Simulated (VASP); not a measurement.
Calculation: PBE GGA, VASP's PBE PAW potentials (set 64) (plane waves; VASP 6.6.1).

VASP ran on this input.

### POSCAR
```
AlSb
1
    0.0000000000     3.1314000000     3.1314000000
    3.1314000000     0.0000000000     3.1314000000
    3.1314000000     3.1314000000     0.0000000000
Al Sb
1 1
Direct
  0.0000000000   0.0000000000   0.0000000000
  0.2500000000   0.2500000000   0.2500000000
```

KPOINTS:
```
K-points
0
Gamma
  7 7 7
```

### INCAR
```
! general
SYSTEM  = AlSb
PREC    = Accurate
ENCUT   = 400   ! plane-wave cut-off (eV)
LREAL   = .FALSE.
LASPH   = .TRUE.   ! aspherical one-centre terms
ADDGRID = .TRUE.

! electronic loop
EDIFF   = 1E-6   ! SCF stop (eV)
NELM    = 100   ! most electronic steps
ALGO    = Normal   ! blocked Davidson
LMAXMIX = 4   ! l cut-off of mixed one-centre charges

! smearing
ISMEAR  = 0
SIGMA   = 0.05   ! width (eV)

! functional
GGA     = PE   ! PBE

! ions
ISIF    = 2

! output
LWAVE   = .FALSE.
LCHARG  = .FALSE.
```

POTCAR, in this order: Al Sb (PBE.64 set). Program: vasp_std.

The resulting files:

OSZICAR:
```
       N       E                     dE             d eps       ncg     rms          rms(c)
DAV:   1     0.103901901789E+02    0.10390E+02   -0.22487E+03   320   0.554E+02
DAV:   2    -0.785105953835E+01   -0.18241E+02   -0.17515E+02   432   0.778E+01
DAV:   3    -0.827894313751E+01   -0.42788E+00   -0.42788E+00   416   0.143E+01
DAV:   4    -0.828162717689E+01   -0.26840E-02   -0.26840E-02   480   0.135E+00
DAV:   5    -0.828163434609E+01   -0.71692E-05   -0.71692E-05   432   0.650E-02    0.325E+00
DAV:   6    -0.822325914774E+01    0.58375E-01   -0.92870E-02   344   0.144E+00    0.200E+00
DAV:   7    -0.820618680368E+01    0.17072E-01   -0.82069E-02   376   0.152E+00    0.409E-01
DAV:   8    -0.820695521301E+01   -0.76841E-03   -0.67305E-03   336   0.467E-01    0.910E-02
DAV:   9    -0.820728211918E+01   -0.32691E-03   -0.51515E-04   408   0.152E-01    0.265E-02
DAV:  10    -0.820732684165E+01   -0.44722E-04   -0.39343E-05   424   0.373E-02    0.137E-02
DAV:  11    -0.820735745014E+01   -0.30608E-04   -0.55997E-05   352   0.489E-02    0.434E-03
DAV:  12    -0.820735798542E+01   -0.53528E-06   -0.65360E-07   440   0.580E-03
   1 F= -.82073580E+01 E0= -.82073580E+01  d E =-.584825E-15
```

### OUTCAR
```
------------------------ aborting loop because EDIFF is reached ----------------------------------------
  FORCE on cell =-STRESS in cart. coord.  units (eV):
  Direction    XX          YY          ZZ          XY          YZ          ZX
  --------------------------------------------------------------------------------------
  Total       -0.2718905     -0.2718905     -0.2718905      0.0000000      0.0000000     -0.0000000
  in kB       -7.0934736     -7.0934736     -7.0934736      0.0000000      0.0000000     -0.0000000
  external PRESSURE =      -7.0934736 kB  Pullay stress =       0.0000000 kB
  volume of cell :       61.41
      direct lattice vectors                 reciprocal lattice vectors
     0.000000000  3.131400000  3.131400000    -0.159672990  0.159672990  0.159672990
     3.131400000  0.000000000  3.131400000     0.159672990 -0.159672990  0.159672990
     3.131400000  3.131400000  0.000000000     0.159672990  0.159672990 -0.159672990
 POSITION                                       TOTAL-FORCE (eV/Angst)
 -----------------------------------------------------------------------------------
      0.00000      0.00000      0.00000        -0.000000     -0.000000      0.000000
      1.56570      1.56570      1.56570         0.000000      0.000000     -0.000000
 -----------------------------------------------------------------------------------
    total drift:                               -0.000000     -0.000000     -0.000000
  FREE ENERGIE OF THE ION-ELECTRON SYSTEM (eV)
  ---------------------------------------------------
  free  energy   TOTEN  =        -8.2073579854 eV

  energy  without entropy=       -8.2073579854  energy(sigma->0) =       -8.20735799
```
(Selected blocks of OUTCAR.)

The compound is AlSb in the zinc blende structure. The cell was not relaxed at this level. The run is one of a series of settings (ADDGRID = .TRUE. against the base run), some of them coarse on purpose.
